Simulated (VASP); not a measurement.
A run of VASP 6.6.1 is set up as follows.

The input INCAR:

```
SYSTEM = FeO
PREC = Accurate
ENCUT = 520
EDIFF = 1E-7
ISMEAR = -1
SIGMA = 0.05
LREAL = .False.
LASPH = .True.
NELM = 120
ALGO = Normal
ISIF = 2
LWAVE = .False.
LCHARG = .False.
LNONCOLLINEAR = .True.
MAGMOM = -0.024 0.016 -0.053 -2.07 0.743 0.372 0 0 0 0 0 0
LORBIT = 11
LMAXMIX = 4
GGA = CA
```

KPOINTS

```
regular mesh
0
Gamma
  8 8 8
  0 0 0
```

POSCAR

```
FeO
1.0
    2.1554000000      2.1554000000      4.3108000000
    2.1554000000     -2.1554000000      0.0000000000
    2.1554000000      2.1554000000      0.0000000000
Fe O
2 2
Direct
    0.0000000000      0.0000000000      0.0000000000
    0.5000000000      0.5000000000      0.0000000000
    0.5000000000      0.0000000000      0.5000000000
    0.0000000000      0.5000000000      0.5000000000
```

Potentials or basis: VASP PAW LDA potentials, release 64 (Fe, O).

The run is started by

```console
$ cat potpaw_LDA.64/Fe/POTCAR potpaw_LDA.64/O/POTCAR > POTCAR
$ mpirun -np 1 vasp_ncl > vasp.out
```

Problem. Estimate the band gap on the k mesh.

Solution. None (metal or under the smearing width).

Problem. Estimate the net moment.

Solution. 7.98 μB per cell.

Moments on the atoms (μB; x, y, z):
```
Fe  -3.33  1.24  0.24
Fe  -3.33  1.24  0.25
O   -0.30  0.11  0.02
O   -0.30  0.11  0.02
```

Caveat: semilocal functionals often make such compounds metallic where correlation or magnetic order opens a gap, which also shifts bond lengths.

**Experimental background.**

From “W\"ustite: Electric, thermodynamic and optical properties of FeO”, 2012, arxiv:1203.1201, for a bulk crystal of FeO: band gap 2.4 eV (optical).

Measured gap of FeO: 2.4 eV (optical; quoted in “W\"ustite: Electric, thermodynamic and optical properties of FeO”, 2012, arxiv:1203.1201). This calculation gives 0.00 eV (-2.40 eV). So large a miss can be the level of theory's own, or it may mean another phase, state or a wrong row. The value is that of LDA on a finite k mesh, which can miss the band edges, without temperature or zero-point motion. Semilocal functionals fall short of measured gaps as a rule. The run's magnetic order (non-collinear spin, random start) needn't be the measured crystal's.
